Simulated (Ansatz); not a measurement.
# As (P-1) in Ansatz: a series of runs, part 2 of 2

Ansatz 0.2.0. Earlier steps stand in the parts before.

### Step 3. Single point, HSE06 form with a typed share of exact exchange (all atoms moved at random, sigma 0.1 Å a component)

File input:

```
crystal:
  lattice:
    - [-2.70368174, 0.0, -2.70368174]
    - [0.0, -2.70368174, -2.70368174]
    - [-2.70368174, -2.70368174, 0.0]
  atoms:
    - { symbol: As, position: [0.27635154, 0.22713992, 0.25689971] }
    - { symbol: As, position: [0.72364846, 0.77286008, 0.74310029] }
hamiltonian:
  xc: { exchange: pbe, correlation: pbe, exx: { coeff: 0.25, omega: 0.3 } }
  pseudopotentials: { kind: paw }
kpoints:
  mp_grid: { grid: [5, 5, 5] }
scf:
  occupations: { method: fermi_dirac, width: 0.05 }
output:
  forces: true
  stress: true
  eigenvalues: true
  write_density: true
  write_potential: true
  elf: true
  volumetric_format: npy
```

Potentials or basis: Ansatz PAW.

Run time: 29 s. Hardware: 1 × NVIDIA H100 80GB HBM3 with 2 threads of AMD EPYC 7R13 (Zen 3), shared host; peak memory 1.7 GiB.

The run converged. Its results:

| Property | Result |
| --- | --- |
| Free energy | -9714.2870 eV |
| Pressure | 1.5 GPa |
| Largest force | 0.917 eV/Å |
| Band gap on the k mesh | 0.18 eV, indirect (least direct gap 0.37 eV) |

Forces in eV/Å, atoms in the order of the input:
```
As  -0.700  0.584 -0.104
As   0.700 -0.584  0.104
```

Stress tensor (GPa, compression positive):
```
 1.41 -1.76  0.25
-1.76  0.57 -0.09
 0.25 -0.09  2.50
```

Levels at points of the mesh, in eV from the valence-band top:
| k point | band 11 | band 12 | band 13 | band 14 | band 15 | band 16 | band 17 | band 18 | band 19 |
| --- | --- | --- | --- | --- | --- | --- | --- | --- | --- |
| (0.00, 0.00, 0.00) | -16.55 | -5.08 | -2.27 | -2.00 | -1.95 | 4.10 | 4.17 | 4.84 | 6.41 |

Caveat: odd divisions of the mesh miss points on the zone boundary, where band edges often lie, so the gap on the mesh can be too wide; the PAW data sets come from PBE, with cores solved anew for the run's functional, which leaves a small shift of forces and pressure; the thresholds are loose for stress. A k mesh can miss the band edges.

### Step 4. Single point, HSE06 form with a typed share of exact exchange (all atoms moved at random, sigma 0.1 Å a component)

input, as its differences from that of step 3:

```diff
@@ -9,3 +9,3 @@
 hamiltonian:
-  xc: { exchange: pbe, correlation: pbe, exx: { coeff: 0.25, omega: 0.3 } }
+  xc: { exchange: pbe, correlation: pbe, exx: { coeff: 0.25, omega: 0.4 } }
   pseudopotentials: { kind: paw }
```

It took 28 s on 1 × NVIDIA H100 80GB HBM3 with 2 threads of AMD EPYC 7R13 (Zen 3), shared host; peak memory 1.8 GiB.

It converged, with:

```yaml
Free_energy: -9714.2817 eV
Pressure: 1.9 GPa
Largest_force: 0.866 eV/Å
Band_gap_on_the_k_mesh: 0.18 eV, indirect (least direct gap 0.36 eV)
```

Forces on the atoms (eV/Å):
```
As  -0.664  0.547 -0.101
As   0.664 -0.547  0.101
```

Stress tensor (GPa, compression positive):
```
 1.88 -1.66  0.24
-1.66  1.07 -0.10
 0.24 -0.10  2.87
```

Levels at points of the mesh, in eV from the valence-band top:
| k point | band 11 | band 12 | band 13 | band 14 | band 15 | band 16 | band 17 | band 18 | band 19 |
| --- | --- | --- | --- | --- | --- | --- | --- | --- | --- |
| (0.00, 0.00, 0.00) | -16.32 | -5.01 | -2.19 | -1.92 | -1.87 | 4.02 | 4.09 | 4.74 | 6.33 |

Caveat: odd divisions of the mesh miss points on the zone boundary, where band edges often lie, so the gap on the mesh can be too wide; the PAW data sets come from PBE, with cores solved anew for the run's functional, which leaves a small shift of forces and pressure; the thresholds are loose for stress. A k mesh can miss the band edges.

### Step 5. Single point, HSE06 form with a typed share of exact exchange (all atoms moved at random, sigma 0.1 Å a component)

input, as its differences from that of step 4:

```diff
@@ -9,3 +9,3 @@
 hamiltonian:
-  xc: { exchange: pbe, correlation: pbe, exx: { coeff: 0.25, omega: 0.4 } }
+  xc: { exchange: pbe, correlation: pbe, exx: { coeff: 0.25, omega: 0.6 } }
   pseudopotentials: { kind: paw }
@@ -19,5 +19 @@
   eigenvalues: true
-  write_density: true
-  write_potential: true
-  elf: true
-  volumetric_format: npy
```

Potentials or basis: Ansatz PAW.

Standard output:

```text
Warning: output.stress: scf.convergence.dr2_threshold = 1e-7 eV (the SCF's general default) is looser than the 2e-10 eV advised for a printed stress (1e-10 eV for each atom of the cell: 2). What an SCF threshold leaves in a stress goes as its square root, and in the free energy as the threshold itself, and one threshold admits the most on a small cell: of the crystals measured, under no hybrid functional and no lock of the moments, on runs that ended without the residual-converged pass, on stresses that held no estimate of that error, the worst erred by over 100 MPa in a component at 1e-7 eV an atom and by under 5 at 1e-10. Set scf.convergence.dr2_threshold to 2e-10 eV or tighter. The threshold is an SCF's pass mark: one that does not reach it within its budget of iterations ends unconverged, or closes short of it on a stop that the run arms, and scf.convergence.dr2_threshold's page says what that costs each kind of run
Warning: output.stress: scf.exx.energy_threshold = 1e-6 eV is looser than the 2e-8 eV advised for a stress under a hybrid functional (1e-8 eV for each atom of the cell: 2). Every SCF of the exchange loop can meet its threshold on dr2 while the loop round them stops early: no threshold on dr2 bounds what that leaves in the stress. Set scf.exx.energy_threshold to 2e-8 eV or tighter. The threshold is the loop's pass mark: a loop that does not reach it within its budget of cycles ends unconverged, and scf.exx.energy_threshold's page has the law
GPUs: using 1 of 1 available (devices: 1).
Engine: ansatz 0.2.0, x86_64-unknown-linux-gnu
Pseudopotentials: kind: paw
Pseudopotential: As, paw, valence charge 15, recommended cutoff 420 eV (normal), As.paw.azcp
Functional definition: unnamed
  parameter a_1 = 0.25
  parameter omega_1 = 0.6/angstrom
  exchange = pbe_x + (-a_1)*pbe_x_sr(omega_1) + a_1*exact_x_sr(omega_1)
  correlation = pbe_c
device memory: the entry about to start is reckoned to put 1.0 GiB on a device that reports 69.9 GiB free (of which the cap on the GPU budget leaves the run 18.0 GiB)
GPU FFT provider: cuFFT
GPU libraries: cuBLAS 13.8.2, cuFFT 12.4.0, cuSOLVER 12.3.4
[... 77 lines left out ...]
  E_xc         = -137.517976
  E_vxc        = -135.844542  (∫ρ·V_xc dr)
  E_exx        = -101.295378  (= α·E_x^exact, valence–valence)
  E_paw        = -3588.455308  (= ΣΔE_a)
  E_vpaw       = 579.157105  (= ΣTr[D̂ρ^β])
  E_aug_tail   = 0.000016  (compensation charges beyond the density's cutoff)
  E_ewald      = -3393.122014
  E_core_change = -1.629626  (= ΣΔE_core)
  E_smearing   = -0.002710  (= −TS)
  E_closure    = -0.000000  (closes the sum)
  Σ components = -9714.191656   (vs F -9714.191656, Δ=0.00e0)
--- Forces (eV/Å), atoms counted from 1 ---
  atom   1  As    -0.61233572     0.49676668    -0.09639449
  atom   2  As     0.61233572    -0.49676668     0.09639449
  max |Σ_I F_I| component: 0.00e0 eV/Å
--- Stress (GPa, compression-positive) ---
        2.706404      -1.512280       0.231865
       -1.512280       1.940895      -0.107952
        0.231865      -0.107952       3.562731
  P = ⅓ Tr σ = 2.7367 GPa (27.367 kbar)
--- Band table (eV; the first three rows and the last of 63) ---
  k-point 0: bands = ["-27.4530", "-27.4378", "-27.3931", "-27.3930", "-27.3787", "-27.3337", "-27.3309", "-27.3246", "-27.2950", "-27.2905", "-4.2744", "6.6770", "9.5114", "9.7753", "9.8229", "15.5233", "15.5889", "16.2053", "17.8214"]
  k-point 1: bands = ["-27.4405", "-27.4257", "-27.3875", "-27.3861", "-27.3737", "-27.3383", "-27.3369", "-27.3297", "-27.3077", "-27.3029", "-3.6800", "4.2660", "9.6989", "9.8082", "10.7855", "14.0470", "14.2863", "14.6740", "18.0597"]
  k-point 2: bands = ["-27.4115", "-27.3968", "-27.3739", "-27.3684", "-27.3653", "-27.3523", "-27.3469", "-27.3443", "-27.3372", "-27.3298", "-1.9360", "0.8632", "9.9564", "10.1399", "11.4940", "12.0421", "12.4550", "12.8820", "20.8815"]
  k-point 62: bands = ["-27.4176", "-27.3947", "-27.3754", "-27.3745", "-27.3639", "-27.3472", "-27.3445", "-27.3419", "-27.3414", "-27.3242", "-0.9925", "0.4804", "6.7159", "9.0463", "9.7700", "13.4492", "14.3190", "16.8429", "20.0784"]
```

Wall time 18 s (1 × NVIDIA H100 80GB HBM3 with 2 threads of AMD EPYC 7R13 (Zen 3), shared host); peak memory 1.7 GiB.

Results:

```
Free energy            : -9714.1917 eV
Pressure               : 2.7 GPa
Largest force          : 0.794 eV/Å
Band gap on the k mesh : 0.18 eV, indirect (least direct gap 0.34 eV)
```

Forces in eV/Å, atoms in the order of the input:
```
As  -0.612  0.497 -0.096
As   0.612 -0.497  0.096
```

Stress tensor (GPa, compression positive):
```
 2.71 -1.51  0.23
-1.51  1.94 -0.11
 0.23 -0.11  3.56
```

Caveat: odd divisions of the mesh miss points on the zone boundary, where band edges often lie, so the gap on the mesh can be too wide; the PAW data sets come from PBE, with cores solved anew for the run's functional, which leaves a small shift of forces and pressure; the thresholds are loose for stress. A k mesh can miss the band edges.

### Step 6. Summary

```csv
screening (1/Å),gap on the mesh (eV),pressure (GPa),largest force (eV/Å)
0.2,0.20,1.1,0.98
0.3,0.18,1.5,0.92
0.4,0.18,1.9,0.87
0.6,0.18,2.7,0.79
```

Alike in all rows: task single point; level HSE06 form with a typed share of exact exchange; potentials or basis Ansatz PAW; no spin polarisation; cell all atoms moved at random, sigma 0.1 Å a component; k mesh 5 × 5 × 5; cutoff (eV) 420; smearing fermi-dirac 0.05 eV.

Caveats: odd divisions of the mesh miss points on the zone boundary, where band edges often lie, so the gap on the mesh can be too wide; the PAW data sets come from PBE, with cores solved anew for the run's functional, which leaves a small shift of forces and pressure; the thresholds are loose for stress.

Total energies depend on the potentials used, so only differences within one code and one set of settings carry meaning.
